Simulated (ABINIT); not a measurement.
The system is NaI.

```
CELL_PARAMETERS angstrom
0.00000 3.23640 3.23640
3.23640 0.00000 3.23640
3.23640 3.23640 0.00000
ATOMIC_POSITIONS crystal
I 0.50000 0.50000 0.50000
Na 0.00000 0.00000 0.00000
```

Base run:

| Property | Result |
| --- | --- |
| Program | ABINIT 10.8.3 (patched build) |
| Functional | PBE |
| Potentials or basis | JTH PAW PBE v2.0 |
| Cutoff | 1088 eV |
| k mesh | 7 × 7 × 7 |
| Occupations | fermi-dirac, width 0.05 eV |
| Spin | no spin polarisation |

Its results: band gap on the k mesh 3.64 eV, direct; pressure 0.5 GPa.

Q: The run is repeated on the same cell with these changes: functional from PBE to LDA; potentials or basis from JTH PAW PBE v2.0 to JTH PAW LDA v2.0. What comes out?

A: Band gap on the k mesh 3.33 eV, direct; pressure -1.6 GPa.

Caveats: spin-orbit coupling is left out, which moves the levels of the heavy elements.

Not every run made on this cell is shown here.
